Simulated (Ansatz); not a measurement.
The system is Ge.

```
Ge
1.0
     0.00000    2.82891    2.82891
     2.82891    0.00000    2.82891
     2.82891    2.82891    0.00000
Ge
2
Direct
  0.75000 0.75000 0.75000
  0.50000 0.50000 0.50000
```

```yaml
Program: Ansatz 0.2.0
Task: relaxation of cell and atoms
Functional: RPBE
Dispersion: D3(BJ)
Potentials_or_basis: Ansatz PAW
Cutoff: "420 eV (not typed: the program's choice for these potentials)"
k_mesh: 8 × 8 × 8
Occupations: fermi-dirac, width 0.05 eV
Spin: no spin polarisation
```

At the start: volume 22.64 Å³/atom.

Q: Where does the relaxation end?

A: It ends after 5 steps and the volume is 21.19 Å³/atom (-6.4 %); space group Fd-3m (No. 227, to 0.05 Å).

The path:
| step | energy change (eV) | largest force (eV/Å) | volume (Å³) |
| --- | --- | --- | --- |
| 1 | 0.0000 | 0.0000 | 45.28 |
| 2 | -0.0399 | 0.0000 | 43.02 |
| 3 | -0.0423 | 0.0000 | 42.27 |
| 4 | -0.0423 | 0.0000 | 42.38 |
| 5 | -0.0418 | 0.0000 | 42.38 |

Final structure:
```cif
data_structure
_symmetry_space_group_name_H-M 'P 1'
_symmetry_Int_Tables_number 1
_cell_length_a 3.9133
_cell_length_b 3.9133
_cell_length_c 3.9133
_cell_angle_alpha 60.000
_cell_angle_beta 60.000
_cell_angle_gamma 60.000
_cell_volume 42.38
loop_
_atom_site_label
_atom_site_type_symbol
_atom_site_fract_x
_atom_site_fract_y
_atom_site_fract_z
_atom_site_occupancy
Ge1 Ge 0.75000 0.75000 0.75000 1
Ge2 Ge 0.50000 0.50000 0.50000 1
```

The cell as given is a measured one (22.64 Å³/atom); RPBE+D3(BJ) puts the equilibrium volume -6.4 % from it, thermal expansion not counted.

Caveat: the plane-wave basis is chosen anew once the cell has moved, so the energies of steps on either side of that aren't comparable; the PAW data sets come from PBE, with cores solved anew for the run's functional, which leaves a small shift of forces and pressure.
